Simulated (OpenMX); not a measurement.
# Ti under changes of volume

One of the cells (17.636 Å³/atom); the others are scaled copies at fixed shape and fractional positions:

```xyz
2
Lattice="2.9500 0.0000 0.0000 -1.4750 2.5548 0.0000 0.0000 0.0000 4.6800" Properties=species:S:1:pos:R:3 pbc="T T T"
Ti    1.4750    0.8516    3.5100
Ti    0.0000    1.7032    1.1700
```

- Program: OpenMX 3.8.5
- Functional: PBE
- Potentials or basis: OpenMX 2013 PBE set, Ti7.0-s2p2d1, fixed grid of 30 × 30 × 56 points
- k mesh: 11 × 11 × 7
- Occupations: fermi-dirac, width 0.05 eV
- Spin: no spin polarisation

```csv
volume (Å³/atom),energy over the lowest point (meV/atom),largest force (eV/Å)
16.577,3.76,0.031
16.930,0.00,0.030
17.283,2.59,0.028
17.636,10.85,0.027
17.988,?,?
18.341,42.36,0.024
18.694,64.59,0.023
```

Q: What does the run at 17.988 Å³/atom give?

A: Energy over the lowest point 24.26 meV/atom; largest force 0.025 eV/Å.

Worked out: A Birch-Murnaghan fit of order 3 (a polynomial in V^(-2/3)) to the other rows has its minimum at 16.96 Å³/atom with B0 = V·E''(V) = 137 GPa and B' = 4.0 at fixed shape and positions, which overstates the stiffness. It gives 24.27 meV/atom at 17.988 Å³/atom, against the run's 24.26.

Energies are extrapolated to zero smearing.

Caveats: the transition metal has a single d function, too few for pressures, volumes and moments; the basis of atomic orbitals isn't converged, which shifts pressures, moduli and gaps.
